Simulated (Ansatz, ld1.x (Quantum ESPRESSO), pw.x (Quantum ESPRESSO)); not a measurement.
## From atom to crystal: TM potential for hafnium

| Quantity | Value |
| --- | --- |
| Element | Hf |
| Generator | ld1.x (Quantum ESPRESSO) 7.5 |
| Type | norm-conserving Troullier–Martins (Kleinman–Bylander form) |
| Functional | PBE |
| Relativity | scalar-relativistic |
| Frozen core | [Xe] 4f14 |
| Valence charge | 4 |
| Reference configuration | 5d2 6s2 6p0 |
| Partial waves | 6s (bound): rc 2.25 bohr; 5d (bound): rc 2.70 bohr; 6p (bound, empty): rc 3.85 bohr |
| Local potential | the p channel |
| Core correction | a·sin(br)/r model core, default radius (core density twice the valence density) |

Atomic tests: cutoffs needed: 21 Ry and 30 Ry (the cutoffs (Ry, on a coarse ladder) from which the occupation-weighted sum of valence levels, in a spherical-Bessel basis at the reference potential, stays within 10 and 1 mRy of its value at 400 Ry); ghost test: no extra level below or beside the all-electron valence levels (s, d, p, f tested) (spherical-Bessel basis up to 400 Ry, 20 bohr box); largest excitation error: -356 meV (all-electron minus pseudo) for 5d1 6s0 6p0, out of 7 test configurations.

Crystal test: fcc Hf in pw.x 7.5, no spin, 13³ k-points, Fermi–Dirac smearing 0.01 Ry, cutoffs 50/200 Ry. The reference is all-electron LAPW (Ansatz 0.2.0) with the same functional, mesh and smearing; V0 and B0 come from Birch–Murnaghan fits to the pressures at five volumes. Errors are pseudo minus all-electron; Δ is the rms difference of the E(V) curves that follow from these fits, minima aligned, over ±6 % about the mean V0. Mesh and smearing are coarse, so the numbers serve the comparison and aren't converged zero-temperature values; the lattice is a test structure that the element need not adopt.

```
V (Å³/atom)  P all-electron (GPa)  P pseudo (GPa)
     21.547                  5.40           17.67
     22.114                  2.43           13.50
     22.681                 -0.23            9.76
     23.248                 -2.62            6.42
     23.815                 -4.76            3.41
```

All-electron: a0 = 4.490 Å (V0 = 22.63 Å³/atom), B0 = 101.6 GPa.

Pseudopotential: mean pressure error (GPa): +10.11. The pressure does not cross zero within the volumes sampled, so no fit is given. The largest radius (3.85 bohr) exceeds half the bond length (3.00 bohr), so the spheres overlap, which is one possible source of error among others. This is a poor potential for the solid.

Task: At the middle volume, how do free energy and pressure move when the wave cutoff is lowered (ecutrho kept at four times it)?

Result:

| cutoff (Ry) | shift of F (meV/atom) | shift of P (GPa) |
| --- | --- | --- |
| 22 | +48.7 | -1.67 |
| 30 | +6.0 | -0.07 |
| 40 | +3.6 | -0.05 |

The run at the middle volume (84 k-points, 7 iterations) took about 6.4 s on one core of a shared host (Neoverse-V2, 32 threads, 247 GiB, load 31).
